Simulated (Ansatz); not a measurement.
Computed with DFT PBE, scalar-relativistic, plane waves, PAW in Ansatz 0.2.0. All cells share a 420 eV cutoff and Γ-centred k meshes spaced at most about 0.3 Å⁻¹ (about 0.25 or finer for metals, 2π included). No spin polarisation in the final relaxations.

All energies are static (0 K, no zero-point motion).

Compare these two cells of Si, each relaxed at this level.

A.

```xyz
4
Lattice="4.5862 0.0000 0.0000 0.0000 4.5862 0.0000 0.0000 0.0000 3.7424" Properties=species:S:1:pos:R:3 pbc="T T T"
Si    2.2931    0.7171    1.8712
Si    2.2931    3.8691    0.0000
Si    3.8691    2.2931    0.9356
Si    0.7171    2.2931    2.8068
```

B.

```xyz
8
Lattice="6.9972 0.0000 0.0000 0.0000 6.9972 0.0000 0.0000 0.0000 3.7756" Properties=species:S:1:pos:R:3 pbc="T T T"
Si    0.7361    2.3020    0.9120
Si    6.2612    4.6952    2.7998
Si    4.6952    0.7361    3.7437
Si    2.3020    6.2612    1.8559
Si    2.3020    0.7361    0.0319
Si    4.6952    6.2612    1.9198
Si    6.2612    2.3020    2.8637
Si    0.7361    4.6952    0.9759
```

Question: Which is lower in energy, and by how much?

Answer: A is lower, by 101 meV/atom. A has space group P4_322 (No. 95), 19.7 Å³/atom and no gap on its mesh; B has space group P4_322 (No. 95), 23.1 Å³/atom and no gap. Counting all near atoms (those within 1.25 times the shortest such distance or 1.15 times the sum of covalent radii), A and B both have Si 4. The denser one is the lower, and pressure would at first widen the difference. Both come from invented guesses. A third cell relaxed alike, in Cmcm, lies 197 meV/atom below the lower of the two. The part of the Crystallography Open Database at hand lists Si in space groups No. 64, 74, 164, 191, 194 and others; no cell shown has one of them.

The zero gap of P4_322 at 19.7 Å³/atom, P4_322 at 23.1 Å³/atom may come from the functional, which often closes small gaps. Cells relaxed within their symmetry can be saddle points.

Both cells keep silicon fourfold coordinated with similar bond lengths, so the 101 meV/atom separating them probably reflects bond angles and ring topology more than the number of bonds. The coordinates of B contain nearly square rings, which force some angles close to a right angle. A avoids such rings, although its tetrahedra are also strongly distorted. Bending away from the tetrahedral angle weakens directional sp³ overlap and costs energy even where the bond lengths stay near normal. The same distortion narrows the bonding–antibonding splitting, which probably contributes to the missing gaps.

Density alone is a poor guide to stability here: diamond-type silicon, the known ground state at ambient pressure, is slightly less dense than A yet has ideal tetrahedral angles. The Cmcm cell, 197 meV/atom below A, confirms that A is not the ground state, and the preference for A over B is only a ranking of two strained networks. Whether either could persist as a metastable form depends on the barriers to bond rearrangement, which were not computed.
